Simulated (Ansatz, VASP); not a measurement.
## Two plane-wave programs on C

```
C
1.0
     2.52210    0.00000    0.00000
    -1.26105    2.18420    0.00000
     0.00000    0.00000    8.23710
C
8
Cartesian
  1.2611 0.7281 6.9501
  0.0000 1.4561 2.8315
  1.2611 0.7281 5.4056
  0.0000 1.4561 1.2870
  0.0000 0.0000 7.4649
  0.0000 0.0000 3.3463
  0.0000 0.0000 4.8908
  0.0000 0.0000 0.7722
```

This is a hexagonal form of diamond, not graphite.

Alike in both runs: task single point; functional PBE; k mesh 12 × 12 × 4; occupations gaussian, width 0.014 eV; no spin polarisation.

```csv
,VASP,Ansatz
version,VASP 6.6.1,Ansatz 0.2.0
potentials or method,"VASP PAW PBE potentials, release 64 (C)",Ansatz PAW
plane-wave cutoff (eV),520,420
valence electrons in the cell,32,32
```

VASP gave:

```
gap on the k mesh at the Fermi level (eV)       : 4.41
least direct gap on the mesh (eV)               : 5.18
pressure (GPa)                                  : 2.9
largest component of the traceless stress (GPa) : 8.20
rms of the force components (eV/Å)              : 0.187
```

Task: What did Ansatz give for the same quantities?

Result: gap on the k mesh at the Fermi level (eV): 4.42; least direct gap on the mesh (eV): 5.19; pressure (GPa): 2.3; largest component of the traceless stress (GPa): 8.20; rms of the force components (eV/Å): 0.187.

Atom by atom the forces differ by 0.001 eV/Å (rms over components).

Caveats: the pressure holds a Pulay correction of +1.0 GPa for the finite cutoff (Ansatz). A k mesh can miss the band edges. A hybrid or GW would open this gap; PBE tends to underestimate it.
